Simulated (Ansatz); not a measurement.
# Mo in Ansatz: the effect of functional

Mo:

```xyz
1
Lattice="-1.5624 1.5624 1.5624 1.5624 -1.5624 1.5624 1.5624 1.5624 -1.5624" Properties=species:S:1:pos:R:3 pbc="T T T"
Mo    0.0000    0.0000    0.0000
```

The cell isn't the ideal one: volume scaled by 0.96.

Alike in all runs:

* Program: Ansatz 0.2.0
* Task: single point
* Potentials or basis: Ansatz PAW
* k mesh: 12 × 12 × 12
* Occupations: fermi-dirac, width 0.05 eV
* Spin: no spin polarisation

| functional | cutoff | pressure (GPa) |
| --- | --- | --- |
| LDA | 420 eV (not typed: the program's choice for these potentials) | ? |
| r2SCAN | 500 eV (not typed: the program's choice for these potentials) | 6.9 |
| PBE | 420 eV (not typed: the program's choice for these potentials) | 9.5 |

Q: What does the run with functional LDA give?

A: Pressure -3.8 GPa.

Caveats: the PAW data sets come from PBE, with cores solved anew for the run's functional, which leaves a small shift of forces and pressure (some runs).
